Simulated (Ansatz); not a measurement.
# Si: which structure wins at one pressure, part 2 of 2

Aim: bring Si in several structures (fcc, bcc, hcp, beta tin, sc, graphite) to one pressure and rank them by enthalpy. The pressure is set by scaling the first phase. The runs shown use LAPW. Companion runs by PAW are cited.

Ansatz 0.2.0; DFT PBE; a cell built from a prototype (fcc type), not taken from measurement. Earlier steps stand in the parts before.

## 6. Sc relaxed under pressure, LAPW

Contents of input.yaml:

```yaml
crystal:
  lattice:
    - [2.2944710605, 0.0, 0.0]
    - [0.0, 2.2944710605, 0.0]
    - [0.0, 0.0, 2.2944710605]
  atoms:
    - { symbol: Si, position: [0.0, 0.0, 0.0] }
kpoints:
  mp_grid: { grid: [16, 16, 16] }
scf:
  occupations: { method: fermi_dirac, width: 0.1 }
hamiltonian:
  xc: pbe
  pseudopotentials: { kind: all_electron, lapw: { basis_error: 0.0005 } }
output:
  forces: true
  stress: true
  eigenvalues: true
relax:
  f_tol: 0.005
  max_steps: 12
  cell: { p_target: 55.0, stress_tol: 0.03 }
```

The run is started by

```bash
$ ansatz run input.yaml --threads 2 --pin off --max-ram 5120MiB --backend cpu --events-out ev --progress --plain --runs-dir out
```

What it wrote, cut to the lines that bear on the results:

```text
[...]
LAPW: plane waves up to 8.659 Å⁻¹, error target 5.0e-4 eV per atom; small_component_spin mean_spin; Si in spheres of 1.113 Å, 12 of its electrons in bands, Dirac shells []
[...]
Pseudopotentials: kind: all_electron
Pseudopotential: Si, LAPW, valence charge 12, Koelling and Harmon's equation, gaussian nucleus
Functional definition: PBE
[...]
Crystal: 1 atoms, lattice volume = 12.079 Å³
Basis set: ecut = 285.6549458084145 eV, 123 PW (Γ), exchange–correlation at level 2
Bands: 10, of which v1, the nominal top of the filled ones, is band 6 counted from 1 (5 counted from 0)
Symmetry: 48 space group operations
Space group: Pm-3m (ITA 221), of the structure as read, at distance tolerance 2.3e-5 Å
k-points: 165 of 4096
[...]
SCF iter   1: F=—  HF=-7891.372159 eV  |F-HF|=—  |Δ(HF+E_count)|=         —  Δρ=2.45e-2  dr2=4.21e-2  ethr=3.49e-4  ⟨swp⟩=2.9  Hψ=12416  notcnv=0
[...]
E sigma→0 (E₀):  -7891.367688 eV
Entropy (-TS):   -0.009214 eV (-9.214 meV/atom)
Fermi energy:    15.014354 eV
[...]
--- Forces (eV/Å), atoms counted from 1 ---
  atom   1  Si     0.00000000     0.00000000     0.00000000
[...]
--- Stress (GPa, compression-positive) ---
       54.981358       0.000000       0.000000
        0.000000      54.981358      -0.000000
        0.000000      -0.000000      54.981358
  P = ⅓ Tr σ = 54.9814 GPa (549.814 kbar)
--- Band table (eV; the first three rows and the last of 165) ---
  k-point 0: bands = ["-118.9986", "-75.0015", "-75.0015", "-75.0015", "-0.9508", "22.5281", "22.5281", "24.8375", "24.8375", "24.8375"]
[...]
--- Relaxed structure (2 steps of the walk, 2 accepted, 1 SCFs on fresh bases) ---
  F+E_penalty+E_count = -7891.37229552 eV   max|allowed force component| = 0.000e0 eV/Å   (the final SCF, on the basis selected at the relaxed cell)
  cell:  # Å, volume = 12.0748 Å³
    - [2.294177313652869, 0.0, 0.0]
    - [0.0, 2.294177313652869, 0.0]
    - [0.0, 0.0, 2.294177313652869]
  atoms:
    - { symbol: Si, position: [0.0, 0.0, 0.0] }
```

Wall time 7.3 s (2 threads of Arm Neoverse V1, shared host); peak memory 0.28 GiB.

The steps of the relaxation:

```
step  energy from step 1 (eV/cell)  largest force component (eV/Å)  pressure (GPa)  volume (Å³)
   1                        0.0000                          0.0000           54.87        12.08
   2                        0.0016                          0.0000           54.98        12.07
   3                        0.0016                          0.0000           54.98        12.07
```

Step 1 is the start. Step 3 repeats the geometry before on a plane-wave basis chosen anew for that cell, so the energy can jump there without any move; the table keeps such jumps.

| input's cell | before | after | change |
| --- | --- | --- | --- |
| a (Å) | 2.294 | 2.294 | -0.0 % |
| b (Å) | 2.294 | 2.294 | -0.0 % |
| c (Å) | 2.294 | 2.294 | -0.0 % |
| volume (Å³/atom) | 12.08 | 12.07 | -0.0 % |

This run gives: pressure 54.98 GPa; no gap.

## 7. Graphite at the cell that PAW relaxed, LAPW

Contents of input.yaml:

```yaml
crystal:
  lattice:
    - [3.749381503, 0.0, 0.0]
    - [-1.8746907514, 3.2470596301, 0.0]
    - [0.0, 0.0, 4.2983632067]
  atoms:
    - { symbol: Si, position: [0.0, 0.0, 0.25] }
    - { symbol: Si, position: [0.0, 0.0, 0.75] }
    - { symbol: Si, position: [0.3333333333, 0.6666666667, 0.25] }
    - { symbol: Si, position: [0.6666666667, 0.3333333333, 0.75] }
kpoints:
  mp_grid: { grid: [12, 12, 4] }
scf:
  occupations: { method: fermi_dirac, width: 0.1 }
hamiltonian:
  xc: pbe
  pseudopotentials: { kind: all_electron, lapw: { basis_error: 0.0005 } }
output:
  forces: true
  stress: true
  eigenvalues: true
  populations: true
```

The run is started by

```bash
$ ansatz run input.yaml --threads 2 --pin off --max-ram 5120MiB --backend cpu --events-out ev --progress --plain --runs-dir out
```

What it wrote, cut to the lines that bear on the results:

```text
Si: projections on atomic orbitals take those of the free atom 1s2 2s2 2p6 3s2 3p2, of charge +0.00 (hamiltonian.pseudopotentials.projection_atoms)
LAPW: plane waves up to 9.095 Å⁻¹, error target 5.0e-4 eV per atom; small_component_spin mean_spin; Si in spheres of 1.075 Å, 12 of its electrons in bands, Dirac shells []
[...]
[... 3 set-up lines as earlier in the session ...]
[...]
Crystal: 4 atoms, lattice volume = 52.330 Å³
Basis set: ecut = 315.17108481141804 eV, 685 PW (Γ), exchange–correlation at level 2
Bands: 29, of which v1, the nominal top of the filled ones, is band 24 counted from 1 (23 counted from 0)
[... 1 set-up line as earlier in the session ...]
Space group: P63/mmc (ITA 194), of the structure as read, at distance tolerance 3.7e-5 Å
k-points: 57 of 576
[...]
SCF converged after 8 iterations
Free energy (F): -31564.271497 eV
[...]
E sigma→0 (E₀):  -31564.249506 eV
Entropy (-TS):   -0.043981 eV (-10.995 meV/atom)
Fermi energy:    13.671910 eV
[...]
--- Forces (eV/Å), atoms counted from 1 ---
  atom   1  Si    -0.00000000    -0.00000000     0.00000000
  atom   2  Si     0.00000000     0.00000000     0.00000000
  atom   3  Si     0.00000000     0.00000000     0.00000000
  atom   4  Si    -0.00000000    -0.00000000     0.00000000
[...]
--- Stress (GPa, compression-positive) ---
       54.871203       0.000000       0.000000
        0.000000      54.871203       0.000000
        0.000000       0.000000      54.889964
  P = ⅓ Tr σ = 54.8775 GPa (548.775 kbar)
--- Band table (eV; the first three rows and the last of 57) ---
[...]
--- Löwdin populations: 4 sites ---
  site symbol       q [e]
     0     Si     13.9065
     1     Si     13.9065
     2     Si     13.9040
     3     Si     13.9040
  spilling = 0.006768 (of n_electrons = 56.000000)
```

Wall time 15 s (2 threads of Arm Neoverse V1, shared host); peak memory 0.42 GiB.

Result: pressure 54.88 GPa; no gap.

## 8. Side by side

The PAW rows are taken from companion runs at the same settings.

Enthalpy per atom, H = F + pV at p = 55 GPa, from each method's lowest phase:

| method | start | space group, start → end | volume (Å³/atom) | pressure (GPa) | enthalpy (meV/atom) |
| --- | --- | --- | --- | --- | --- |
| LAPW | fcc | Fm-3m → Fm-3m | 10.428 | 55.0 | 25.6 |
| LAPW | bcc | Im-3m → Im-3m | 10.769 | 55.0 | 117.2 |
| LAPW | hcp | P6_3/mmc → P6_3/mmc | 10.542 | 55.0 | 0.0 |
| LAPW | beta tin | I4_1/amd → I4_1/amd | 11.612 | 55.0 | 167.1 |
| LAPW | sc | Pm-3m → Pm-3m | 12.075 | 55.0 | 437.3 |
| LAPW, at PAW's cell | graphite | P6_3/mmc | 13.083 | 54.9 | 1087.6 |
| PAW | fcc | Fm-3m → Fm-3m | 10.426 | 55.0 | 25.2 |
| PAW | bcc | Im-3m → Im-3m | 10.768 | 55.0 | 117.5 |
| PAW | hcp | P6_3/mmc → P6_3/mmc | 10.541 | 55.0 | 0.0 |
| PAW | beta tin | I4_1/amd → I4_1/amd | 11.616 | 55.0 | 169.3 |
| PAW | sc | Pm-3m → Pm-3m | 12.079 | 55.0 | 440.2 |
| PAW | graphite | P6_3/mmc → P6_3/mmc | 13.083 | 55.0 | 1090.2 |

## 9. Results

What follows sums up all 2 parts.

| quantity | value |
| --- | --- |
| pressure | 55 GPa |
| lowest (LAPW) | hcp, 25.6 meV/atom under fcc |
| lowest (PAW) | hcp, 25.2 meV/atom under fcc |

What this shows: By LAPW the order is hcp < fcc < bcc < beta tin < sc < graphite. By PAW the order is hcp < fcc < bcc < beta tin < sc < graphite. The methods agree on the lowest phase. Only these structures were tried, with electrons smeared by 0.1 eV and without vibrations, so the true ground state may be another. The k meshes differ between phases and weren't tested, which can move differences by some meV.
